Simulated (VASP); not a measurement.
The system is Ti3Al.

```
CELL_PARAMETERS angstrom
0.00000 3.23178 3.23178
3.23178 0.00000 3.23178
3.23178 3.23178 0.00000
ATOMIC_POSITIONS crystal
Ti 0.75000 0.75000 0.75000
Ti 0.25000 0.25000 0.25000
Ti 0.00000 0.00000 0.00000
Al 0.50000 0.50000 0.50000
```

The cell comes from a database or a generator and needn't be the stable form of this composition.

```yaml
Program: VASP 6.6.1
Task: relaxation of cell and atoms
Functional: PBE
Dispersion: D3(BJ)
Potentials_or_basis: VASP PAW PBE potentials, release 64 (Ti_sv, Al)
Cutoff: 600 eV
k_mesh: 12 × 12 × 12
Occupations: gaussian, width 0.1 eV
Spin: no spin polarisation
```

At the start: pressure -6.5 GPa; volume 16.88 Å³/atom.

Question: How do energy, volume and symmetry change on relaxing?

Answer: Over 3 steps the energy falls by 20.9 meV/atom and the volume is 15.90 Å³/atom (-5.8 %); space group Fm-3m (No. 225, to 0.05 Å).

The path:
```
step  energy change (eV)  largest force (eV/Å)  pressure (GPa)  volume (Å³)
   1              0.0000                0.0000           -6.50        67.51
   2             -0.0420                0.0000            5.37        61.04
   3             -0.0834                0.0000           -0.02        63.60
```

Final structure:
```yaml
crystal:
  lattice:
    - [0.00000, 3.16817, 3.16817]
    - [3.16817, 0.00000, 3.16817]
    - [3.16817, 3.16817, 0.00000]
  atoms:
    - { symbol: Ti, position: [0.75000, 0.75000, 0.75000] }
    - { symbol: Ti, position: [0.25000, 0.25000, 0.25000] }
    - { symbol: Ti, position: [0.00000, 0.00000, 0.00000] }
    - { symbol: Al, position: [0.50000, 0.50000, 0.50000] }
```

Caveat: pairwise dispersion overbinds metals, which lowers pressure and volume.
